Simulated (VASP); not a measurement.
**GaSb (rocksalt): gaps by functional in VASP**

```
Ga Sb
1.0
     0.00000    2.87312    2.87312
     2.87312    0.00000    2.87312
     2.87312    2.87312    0.00000
Ga Sb
1 1
Direct
  0.00000 0.00000 0.00000
  0.50000 0.50000 0.50000
```

All runs share this cell. Band v is the last that the valence electrons fill when counted band by band, and c is the next. A negative gap between them is a band overlap, as in a metal.

```json
{"level": "PBE", "gap (eV)": "-3.29", "least direct gap (eV)": "0.00", "pressure (GPa)": "1.7"}
{"level": "r²SCAN", "gap (eV)": "-3.45", "least direct gap (eV)": "0.00", "pressure (GPa)": "0.0"}
{"level": "LDA", "gap (eV)": "-3.27", "least direct gap (eV)": "0.00", "pressure (GPa)": "-2.9"}
{"level": "PBEsol", "gap (eV)": "-3.30", "least direct gap (eV)": "0.00", "pressure (GPa)": "-1.4"}
{"level": "PBE with spin–orbit coupling", "gap (eV)": "-3.11", "least direct gap (eV)": "0.00", "pressure (GPa)": "–"}
```
